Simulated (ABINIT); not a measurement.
Input of an ABINIT 10.8.3 (patched build) run:

The input run.abi:

```
# Pseudopotentials
pp_dirpath "./"
pseudos "Cu.GGA_PBE-JTH.xml"

# Structure
acell 4.6507635309 4.6507635309 4.6507635309
rprim
    -0.5862444330     0.5862444330     0.5591376660
     0.5862444330    -0.5862444330     0.5591376660
     0.5862444330     0.5862444330    -0.5591376660
ntypat 1
znucl 29
natom 1
typat 1
xred
     0.0000000000     0.0000000000     0.0000000000
chkprim 0
chksymtnons 0
tolsym 1.0e-6

# Plane-wave basis
ecut 26.0
pawecutdg 48.0
pawxcdev 0

# k points
kptopt 1
ngkpt 13 13 13
nshiftk 1
shiftk 0.0 0.0 0.0

# Exchange and correlation
ixc -116133

# Bands and occupations
nband 14
occopt 3
tsmear 0.05 eV

# SCF cycle
nstep 100
tolvrs 1.0e-9

# Output
iomode 3
prtwf 0
prtden 0
prteig 0
prtebands 0

# Relaxation
ionmov 22
ntime 60
tolmxf 0.0002
optcell 2
dilatmx 1.08
ecutsm 0.5
```

Potentials or basis: JTH PAW PBE v2.0.

Command:

```sh
$ abinit run.abi > log 2>&1
```

Question: Estimate the relaxed cell.

Answer: a = 2.456 Å, b = 2.456 Å, c = 2.456 Å, α = 108.29°, β = 108.29°, γ = 111.86°.

Question: What does it give for the space group after relaxing (to 0.05 Å)?

Answer: I4/mmm (No. 139).

Question: Predict the relaxed volume.

Answer: 11.39 Å³/atom.

Step by step:
| step | energy change (eV) | largest force (eV/Å) | pressure (GPa) | volume (Å³) |
| --- | --- | --- | --- | --- |
| 1 | 0.0000 | 0.0000 | -0.95 | 11.46 |
| 2 | -0.0001 | 0.0000 | -0.49 | 11.42 |
| 3 | -0.0002 | 0.0000 | 0.02 | 11.39 |
| 4 | -0.0002 | 0.0000 | 0.00 | 11.39 |
| 5 | -0.0001 | 0.0000 | -0.45 | 11.42 |
| 6 | -0.0002 | 0.0000 | 0.02 | 11.39 |

Caveat: the PAW data sets were made with another functional, which shifts forces and pressure a little.
